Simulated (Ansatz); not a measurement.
**How far is PAW off for KCl?**

```
CELL_PARAMETERS angstrom
0.00000 3.09298 3.15610
3.09298 0.00000 3.15610
3.09298 3.09298 0.00000
ATOMIC_POSITIONS crystal
K 0.00000 0.00000 0.00000
Cl 0.50000 0.50000 0.50000
```

Atoms are numbered in the order listed.

The cell is a measured one (Crystallography Open Database entry 9003114); the temperature and pressure of the measurement aren't taken into account, and nothing was relaxed. The listed cell was then made from it by scaling, straining or moving an atom.

Levels of theory: DFT, PBEsol, PAW with Ansatz's default frozen-core files, scalar-relativistic (Ansatz 0.2.0); DFT, PBEsol, all-electron LAPW, scalar-relativistic (Ansatz 0.2.0).

For PAW: a Γ-centred 7×7×7 k mesh, Fermi–Dirac smearing of 0.03 eV, cutoff 420 eV, no spin polarisation; the PAW files were made with PBE, and the program remakes their frozen cores for this functional. LAPW targets a basis error of 0.5 meV/atom. The Ansatz runs share mesh, smearing and spin set-up. Plane-wave (PAW) pressures include the program's estimate of the Pulay term.

Stress and pressure are positive in compression.

The change that made this cell: equal xx and yy strain of -2 %.

PAW results:

| quantity | PAW |
| --- | --- |
| pressure (GPa) | 0.17 |
| stress xx (GPa) | 0.42 |
| stress zz (GPa) | -0.33 |
| band gap (eV) | 5.120 |

What does LAPW (all electrons) give for the same quantities?


| quantity | LAPW |
| --- | --- |
| pressure (GPa) | 0.17 |
| stress xx (GPa) | 0.42 |
| stress zz (GPa) | -0.33 |
| band gap (eV) | 5.120 |
